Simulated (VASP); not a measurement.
# CdS (Hawleyite) (F-43m) in VASP: further runs

The runs below take CdS (Hawleyite) through single point, with PBEsol.

Program: VASP 6.6.1. These are calculated values, not measurements. Logs are shortened: lines on timing, memory, paths and dates and some standing lists are left out, and cuts for length are marked.

## 1. Starting point

The structure is cubic, space group F-43m (No. 216). Conventional cell: a = 5.833 Å, b = 5.833 Å, c = 5.833 Å, α = 90.00°, β = 90.00°, γ = 90.00°. Around Cd (site symmetry -43m) lie 4 S at 2.53 Å. Around S (site symmetry -43m) lie 4 Cd at 2.53 Å.

## 2. Single point, PBEsol, spin-orbit coupling, no magnetisation

The input, INCAR:

```
PREC     = Accurate       # precision mode
ENCUT    = 350            # plane-wave cutoff, eV
EDIFF    = 1E-7           # SCF threshold, eV
ISMEAR   = 0              # smearing method
SIGMA    = 0.02           # smearing width, eV
LREAL    = False          # projectors in reciprocal space
LASPH    = True           # aspherical terms in the spheres
NELM     = 100            # most SCF steps
ALGO     = Normal         # electronic algorithm
ISIF     = 2              # what is computed and relaxed
LWAVE    = False          # write WAVECAR
LCHARG   = False          # write CHGCAR
MAGMOM   = 0 0 0 0 0 0    # initial moments
LORBIT   = 11             # projections on sites
LSORBIT  = True           # spin-orbit coupling
GGA_COMPAT= False        
GGA      = PS             # functional
NBANDS   = 34             # bands
```

The input, KPOINTS:

```
regular mesh
0
Gamma
  7 7 7
```

The input, POSCAR:

```
CdS
1.0
    0.0000000000      2.9165000000      2.9165000000
    2.9165000000      0.0000000000      2.9165000000
    2.9165000000      2.9165000000      0.0000000000
Cd S
1 1
Direct
    0.0000000000      0.0000000000      0.0000000000
    0.7500000000      0.7500000000      0.7500000000
```

Potentials or basis: VASP PAW PBE potentials, release 64 (Cd, S).

The run is started by

```
$ cat potpaw_PBE.64/Cd/POTCAR potpaw_PBE.64/S/POTCAR > POTCAR
$ mpirun -np 1 vasp_ncl > vasp.out
```

OUTCAR:

```text
PREC = Accurate
   ENCUT = 350
   EDIFF = 1E-7
   ISMEAR = 0
   LREAL = False
   LASPH = True
   NELM = 100
   ISIF = 2
   LORBIT = 11
   LSORBIT = True
   GGA = PS

 Found     30 irreducible k-points:

 Following reciprocal coordinates:
            Coordinates               Weight
  0.000000  0.000000  0.000000      1.000000
  0.142857  0.000000  0.000000      4.000000
 -0.142857  0.000000  0.000000      4.000000
  0.285714  0.000000  0.000000      4.000000
 -0.285714  0.000000  0.000000      4.000000
  0.428571  0.000000  0.000000      4.000000
   k-points           NKPTS =     30   k-points in BZ     NKDIM =     30   number of bands    NBANDS=     34
   number of dos      NEDOS =    301   number of ions     NIONS =      2
   total plane-waves  NPLWV =  21952
   dimension x,y,z NGX =    28 NGY =   28 NGZ =   28
   dimension x,y,z NGXF=    56 NGYF=   56 NGZF=   56
   ions per type =               1   1
   NGX,Y,Z   is equivalent  to a cutoff of  11.29, 11.29, 11.29 a.u.
   NGXF,Y,Z  is equivalent  to a cutoff of  22.57, 22.57, 22.57 a.u.
 SYSTEM =  unknown system
   PREC   = accura    normal or accurate (medium, high low for compatibility)
   ISTART =      0    job   : 0-new  1-cont  2-samecut
   ICHARG =      2    charge: 1-file 2-atom 10-const
   ISPIN  =      1    spin polarized calculation?
   LNONCOLLINEAR =      T non collinear calculations
   LSORBIT =      T    spin-orbit coupling
   LASPH  =      T    aspherical Exc in radial PAW
   ENCUT  =  350.0 eV  25.72 Ry    5.07 a.u.   6.29  6.29  6.29*2*pi/ulx,y,z
   NELM   =    100;   NELMIN=  2; NELMDL= -5     # of ELM steps
   EDIFF  = 0.1E-06   stopping-criterion for ELM
   LREAL  =      F    real-space projection
   EDIFFG = 0.1E-05   stopping-criterion for IOM
   NSW    =      0    number of steps for IOM
   IBRION =     -1    ionic relax: 0-MD 1-quasi-New 2-CG
   NFREE  =      0    steps in history (QN), initial steepest desc. (CG)
   ISIF   =      2    stress and relaxation
   ISYM   =      2    0-nonsym 1-usesym 2-fastsym
   POTIM  = 0.5000    time-step for ionic-motion
   TEBEG  =    0.0;   TEEND  =   0.0 temperature during run
   PSTRESS=    0.0 pullay stress
   NELECT =      18.0000    total number of electrons
   NUPDOWN=      -1.0000    fix difference up-down
   EMIN   =  10.00;   EMAX   =-10.00  energy-range for DOS
   EFERMI =   0.00;   METHOD = LEGACY
   ISMEAR =     0;   SIGMA  =   0.02  broadening in eV -4-tet -1-fermi 0-gaus
   EFERMI_NEDOS =   21; number of points for ismear=-14 and -15
   IALGO  =     38    algorithm
   IMIX   =      4    mixing-type and parameters
     AMIX     =   0.40;   BMIX     =  1.00
     AMIX_MAG =   1.60;   BMIX_MAG =  1.00
  volume/ion in A,a.u.               =      24.81       167.41
  Fermi-wavevector in a.u.,A,eV,Ry     =   1.167599  2.206442 18.548649  1.363287
  Thomas-Fermi vector in A             =   2.304097
   LORBIT       =     11    0 simple, 1 ext, 2 COOP (PROOUT), +10 PAW based schemes
   GGA     = PS    functional components
   LHFCALC =     F    Hartree Fock is set to
   AEXX    =    0.0000 exact exchange contribution
   IVDW    =     0    specifies the selected vdW correction
   LEPSILON=     F    determine dielectric tensor
   LRPA    =     F    only Hartree local field effects (RPA)
 Gauss-broadening in eV      SIGMA  =   0.02
  energy-cutoff  :      350.00
  volume of cell :       49.62
 maximum number of plane-waves:      1508
 NGX is ok and might be reduce to    28
   NGX = 13   NGY = 13   NGZ = 13

 number of electron      18.0000000 magnetization       0.0000000      0.0000000      0.0000000

 number of electron      17.9999989 magnetization       0.0000000     -0.0000000     -0.0000000

 number of electron      17.9999989 magnetization       0.0000000      0.0000000     -0.0000000

 Free energy of the ion-electron system (eV)
  ---------------------------------------------------
  ext. energy  EPLUGINS =         0.00000000
  ---------------------------------------------------
  free energy    TOTEN  =        -6.84022315 eV

  energy without entropy =       -6.84022315  energy(sigma->0) =       -6.84022315

 E-fermi :   1.3979     XC(G=0):  -9.3788

 val. band max:        1.2292790731   @ k =   0.0000   0.0000   0.0000
 cond. band min:       2.2181483174   @ k =   0.0000   0.0000   0.0000
 fundamental gap:      0.9888692443
 Fermi energy:         1.3979032604

 k-point     1 :       0.0000    0.0000    0.0000
  band No.  band energies     occupation
      1     -11.1739      1.00000
      2     -11.1739      1.00000
      3      -6.7644      1.00000
      4      -6.7644      1.00000
      5      -6.7644      1.00000
      6      -6.7644      1.00000
[... 22 lines left out ...]
     29      12.6655      0.00000
     30      12.6655      0.00000

 k-point     2 :       0.1429    0.0000    0.0000
  band No.  band energies     occupation
      1     -11.0919      1.00000
      2     -11.0919      1.00000
      3      -6.7685      1.00000
      4      -6.7328      1.00000
      5      -6.7067      1.00000
      6      -6.7067      1.00000
[... 22 lines left out ...]
     29      11.9350      0.00000
     30      11.9584      0.00000

 k-point     3 :      -0.1429    0.0000    0.0000
  band No.  band energies     occupation
      1     -11.0919      1.00000
      2     -11.0919      1.00000
      3      -6.7685      1.00000
      4      -6.7328      1.00000
      5      -6.7067      1.00000
      6      -6.7067      1.00000
[... 22 lines left out ...]
     29      11.9350      0.00000
     30      11.9584      0.00000

 k-point     4 :       0.2857    0.0000    0.0000
  band No.  band energies     occupation
      1     -10.9063      1.00000
      2     -10.9063      1.00000
      3      -6.7484      1.00000
      4      -6.7035      1.00000
      5      -6.5318      1.00000
      6      -6.5318      1.00000
[... 22 lines left out ...]
     29      11.9085      0.00000
     30      11.9590      0.00000

 k-point     5 :      -0.2857    0.0000    0.0000
  band No.  band energies     occupation
      1     -10.9063      1.00000
      2     -10.9063      1.00000
      3      -6.7484      1.00000
      4      -6.7035      1.00000
      5      -6.5318      1.00000
      6      -6.5318      1.00000
[... 22 lines left out ...]
     29      11.9085      0.00000
     30      11.9590      0.00000

 k-point     6 :       0.4286    0.0000    0.0000
  band No.  band energies     occupation
      1     -10.7577      1.00000
      2     -10.7577      1.00000
      3      -6.7221      1.00000
      4      -6.7023      1.00000
      5      -6.3512      1.00000
      6      -6.3512      1.00000
[... 22 lines left out ...]
     29      13.1899      0.00000
     30      13.1899      0.00000

 [... further k-points ...]

 [bands above 30 left out]

------------------------ aborting loop because EDIFF is reached ----------------------------------------

  FORCE on cell =-STRESS in cart. coord.  units (eV):
  Direction    XX          YY          ZZ          XY          YZ          ZX
  --------------------------------------------------------------------------------------
  -------------------------------------------------------------------------------------
  Total       -0.0938951     -0.0938951     -0.0938951     -0.0000000      0.0000000     -0.0000000
  in kB       -3.0320600     -3.0320600     -3.0320600     -0.0000000      0.0000000     -0.0000000
  external PRESSURE =      -3.0320600 kB  Pullay stress =       0.0000000 kB

 VOLUME and BASIS-vectors are now :
 -----------------------------------------------------------------------------
  energy-cutoff  :      350.00
  volume of cell :       49.62
      direct lattice vectors                 reciprocal lattice vectors
     0.000000000  2.916500000  2.916500000    -0.171438368  0.171438368  0.171438368
     2.916500000  0.000000000  2.916500000     0.171438368 -0.171438368  0.171438368
     2.916500000  2.916500000  0.000000000     0.171438368  0.171438368 -0.171438368

 POSITION                                       TOTAL-FORCE (eV/Angst)
 -----------------------------------------------------------------------------------
      0.00000      0.00000      0.00000        -0.000000     -0.000000      0.000000
      4.37475      4.37475      4.37475         0.000000      0.000000     -0.000000
 -----------------------------------------------------------------------------------
    total drift:                               -0.000000     -0.000000     -0.000000

  FREE ENERGIE OF THE ION-ELECTRON SYSTEM (eV)
  ---------------------------------------------------
  free  energy   TOTEN  =        -6.8402231510 eV

  energy  without entropy=       -6.8402231510  energy(sigma->0) =       -6.84022315

 Spin-Orbit-Coupling matrix elements

 Ion:    1  E_soc:     -0.0573441
 l=   1
     0.0000000    -0.0025378    -0.0025378
    -0.0025378     0.0000000    -0.0025378
    -0.0025378    -0.0025378     0.0000000
 l=   2
     0.0000000    -0.0014328     0.0000000    -0.0014328    -0.0055868
    -0.0014328     0.0000000    -0.0041901    -0.0014328    -0.0013967
     0.0000000    -0.0041901     0.0000000    -0.0041901     0.0000000
    -0.0014328    -0.0014328    -0.0041901     0.0000000    -0.0013967
    -0.0055868    -0.0013967     0.0000000    -0.0013967     0.0000000
 l=   3
     0.0000000     0.0000000     0.0000000     0.0000000     0.0000000     0.0000000     0.0000000
     0.0000000     0.0000000     0.0000000     0.0000000     0.0000000     0.0000000     0.0000000
     0.0000000     0.0000000     0.0000000     0.0000000     0.0000000     0.0000000     0.0000000
     0.0000000     0.0000000     0.0000000     0.0000000     0.0000000     0.0000000     0.0000000
     0.0000000     0.0000000     0.0000000     0.0000000     0.0000000     0.0000000     0.0000000
     0.0000000     0.0000000     0.0000000     0.0000000     0.0000000     0.0000000     0.0000000
     0.0000000     0.0000000     0.0000000     0.0000000     0.0000000     0.0000000     0.0000000

 Ion:    2  E_soc:     -0.0021339
 l=   1
     0.0000000    -0.0003556    -0.0003556
    -0.0003556     0.0000000    -0.0003556
    -0.0003556    -0.0003556     0.0000000
 l=   2
     0.0000000     0.0000000     0.0000000     0.0000000     0.0000000
     0.0000000     0.0000000     0.0000000     0.0000000     0.0000000
     0.0000000     0.0000000     0.0000000     0.0000000     0.0000000
     0.0000000     0.0000000     0.0000000     0.0000000     0.0000000
     0.0000000     0.0000000     0.0000000     0.0000000     0.0000000
 l=   3
     0.0000000     0.0000000     0.0000000     0.0000000     0.0000000     0.0000000     0.0000000
     0.0000000     0.0000000     0.0000000     0.0000000     0.0000000     0.0000000     0.0000000
     0.0000000     0.0000000     0.0000000     0.0000000     0.0000000     0.0000000     0.0000000
     0.0000000     0.0000000     0.0000000     0.0000000     0.0000000     0.0000000     0.0000000
     0.0000000     0.0000000     0.0000000     0.0000000     0.0000000     0.0000000     0.0000000
     0.0000000     0.0000000     0.0000000     0.0000000     0.0000000     0.0000000     0.0000000
     0.0000000     0.0000000     0.0000000     0.0000000     0.0000000     0.0000000     0.0000000

 total charge

# of ion       s       p       d       tot
------------------------------------------
    1        0.432   0.333   9.544  10.309
    2        1.318   2.372   0.000   3.690
--------------------------------------------------
tot          1.750   2.705   9.544  14.000

 magnetization (x)

# of ion       s       p       d       tot
------------------------------------------
    1       -0.000   0.000  -0.000  -0.000
    2        0.000   0.000   0.000   0.000
--------------------------------------------------
tot          0.000   0.000  -0.000   0.000

 magnetization (y)

# of ion       s       p       d       tot
------------------------------------------
    1       -0.000   0.000  -0.000  -0.000
    2        0.000   0.000   0.000   0.000
--------------------------------------------------
tot          0.000   0.000  -0.000   0.000

 magnetization (z)

# of ion       s       p       d       tot
------------------------------------------
    1        0.000   0.000  -0.000   0.000
    2        0.000   0.000   0.000   0.000
--------------------------------------------------
tot          0.000   0.000  -0.000   0.000
```

Run time: 52 s. Hardware: 1 thread of Intel Xeon Platinum 8488C (Sapphire Rapids), shared host; peak memory 0.25 GiB.

These settings aren't checked as converged: the numbers below hold their error.

Results:

```yaml
Free_energy: -6.8402 eV
Pressure: -0.3 GPa
Valence_electrons_inside_the_program's_atomic_spheres: Cd 10.31; S 3.69
```

Caveat: the PAW data sets were made with another functional, which shifts forces and pressure a little.

(Part 1 of 2 ends here.)
